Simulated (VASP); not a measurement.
Crystal: CsPbCl3.

```
CELL_PARAMETERS angstrom
5.60500 0.00000 0.00000
0.00000 5.60500 0.00000
0.00000 0.00000 5.60500
ATOMIC_POSITIONS crystal
Pb 0.50000 0.50000 0.50000
Cs 0.00000 0.00000 0.00000
Cl 0.50000 0.00000 0.50000
Cl 0.00000 0.50000 0.50000
Cl 0.50000 0.50000 0.00000
```

Base run:

```yaml
Program: VASP 6.6.1
Functional: PBEsol
Potentials_or_basis: VASP PAW PBE potentials, release 64 (Pb_d, Cs_sv, Cl)
Cutoff: 520 eV
k_mesh: 6 × 6 × 6
Occupations: gaussian, width 0.02 eV
Spin: no spin polarisation
```

Its results: band gap on the k mesh 1.81 eV, direct.

Q: After a change of settings the same cell gave: band gap on the k mesh 1.71 eV, direct. Which change was it?
A. functional from PBEsol to LDA; potentials or basis from VASP PAW PBE potentials, release 64 (Pb_d, Cs_sv, Cl) to VASP PAW LDA potentials, release 64 (Pb_d, Cs_sv, Cl)
B. functional from PBEsol to r2SCAN; further incar settings from ALGO = Fast; EDIFF = 1e-07; NBANDS = 30 to ALGO = Normal; EDIFF = 1e-07; NBANDS = 30
C. functional from PBEsol to PBE

A: A.

Caveats: spin-orbit coupling is left out, which as a rule narrows the gap of such compounds by several tenths of an eV.
